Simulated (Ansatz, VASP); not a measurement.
One calculation of CaO, two programs

INCAR

```
SYSTEM = CaO
ALGO = Normal
EDIFF = 1E-7
ENCUT = 520
ISIF = 2
ISMEAR = 0
LASPH = .TRUE.
LCHARG = .FALSE.
LREAL = .FALSE.
LWAVE = .FALSE.
NBANDS = 15
NELM = 80
PREC = Accurate
SIGMA = 0.05
```

Contents of KPOINTS:

```
k-points
0
G
  8 8 8
  0 0 0
```

Contents of POSCAR:

```
CaO
1.0
    0.0000000000      2.4490000000      2.4490000000
    2.4490000000      0.0000000000      2.4490000000
    2.4490000000      2.4490000000      0.0000000000
Ca O
1 1
Direct
    0.0510412413     -0.0510412413     -0.0510412413
    0.5000000000      0.5000000000      0.5000000000
```

Input for Ansatz:

```yaml
crystal:
  lattice:
    - [0.0, 2.449, 2.449]
    - [2.449, 0.0, 2.449]
    - [2.449, 2.449, 0.0]
  atoms:
    - { symbol: Ca, position: [0.0510412413, -0.0510412413, -0.0510412413] }
    - { symbol: O, position: [0.5, 0.5, 0.5] }
basis:
  ecutwfc: 420
kpoints:
  mp_grid: { grid: [8, 8, 8] }
hamiltonian:
  xc: lda
scf:
  occupations: { method: gaussian, width: 0.05 }
output:
  forces: true
  stress: true
  eigenvalues: true
```

Change from the starting cell: all Ca atoms moved -0.250 Å, as atom 1 along Cartesian [1 0 0].

Alike in both runs: task single point; functional LDA; k mesh 8 × 8 × 8; occupations gaussian, width 0.05 eV; no spin polarisation.

```csv
,VASP,Ansatz
version,VASP 6.6.1,Ansatz 0.2.0
potentials or method,"VASP PAW LDA potentials, release 64 (Ca_sv, O)","scalar-relativistic, plane waves, PAW"
plane-wave cutoff (eV),520,420
valence electrons in the cell,16,16
```

```tsv
	VASP	Ansatz	Ansatz less VASP
gap on the k mesh at the Fermi level (eV)	3.67	3.70	+0.021
least direct gap on the mesh (eV)	3.92	3.94	+0.025
pressure (GPa)	-8.8	-9.5	-0.65
largest component of the traceless stress (GPa)	4.95	4.72	-0.226
rms of the force components (eV/Å)	0.423	0.399	-0.0246
```

Atom by atom the forces differ by 0.025 eV/Å (rms over components).

A k mesh can miss the band edges.
